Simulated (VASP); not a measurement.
Set up this calculation in VASP 6.6.1, as the native input.

```yaml
Task: single point
Functional: PBEsol
Potentials_or_basis: VASP PAW PBE potentials, release 64 (Hf_pv, Si)
Cutoff: 520 eV
k_mesh: 10 × 10 × 10
Occupations: gaussian, width 0.1 eV
Spin: non-collinear spin, zero start, spin-orbit coupling
Starting_moments: "[[0.0, 0.0, 0.0], [0.0, 0.0, 0.0], [0.0, 0.0, 0.0], [0.0, 0.0, 0.0], [0.0, 0.0, 0.0], [0.0, 0.0, 0.0]] μB"
Further_INCAR_settings: ALGO = Fast; EDIFF = 1e-06; NBANDS = 52
```

The structure of HfSi2 lies in POSCAR:

```
HfSi2
1.0
    1.8261900000     -7.1790900000      0.0000000000
    1.8261900000      7.1790900000      0.0000000000
    0.0000000000      0.0000000000      3.6373100000
Hf Si
2 4
Direct
    0.8953300000      0.1046700000      0.2500000000
    0.1046700000      0.8953300000      0.7500000000
    0.2502000000      0.7498000000      0.2500000000
    0.7498000000      0.2502000000      0.7500000000
    0.4449600000      0.5550400000      0.7500000000
    0.5550400000      0.4449600000      0.2500000000
```

The cell is a database's computed one.

These files were run (other wordings do the same):

INCAR

```
SYSTEM = HfSi2
ALGO = Fast
EDIFF = 1E-6
ENCUT = 520
GGA = PS
GGA_COMPAT = .FALSE.
ISIF = 2
ISMEAR = 0
LASPH = .TRUE.
LCHARG = .TRUE.
LMAXMIX = 4
LORBIT = 11
LREAL = .FALSE.
LSORBIT = .TRUE.
LVHAR = .TRUE.
LWAVE = .FALSE.
MAGMOM = 0 0 0 0 0 0 0 0 0 0 0 0 0 0 0 0 0 0
NBANDS = 52
NELM = 60
PREC = Accurate
SIGMA = 0.1
```

KPOINTS

```
k-points
0
G
  10 10 10
  0 0 0
```

Potentials or basis: VASP PAW PBE potentials, release 64 (Hf_pv, Si).

Command:

```sh
$ cat potpaw_PBE.64/Hf_pv/POTCAR potpaw_PBE.64/Si/POTCAR > POTCAR
$ mpirun -np 1 vasp_ncl > vasp.out
```

It gave:

The pressure is -0.1 GPa and the largest force is 0.009 eV/Å. The net moment is 0.00 μB per cell. The valence electrons inside the program's atomic spheres are Hf 8.65; Si 1.63, 1.71.

Caveat: the PAW data sets were made with another functional, which shifts forces and pressure a little.

Run time: 38 min on 1 thread of Intel(R) Xeon(R) 6975P-C (Granite Rapids), with other jobs on the host, peak memory 1.4 GiB.
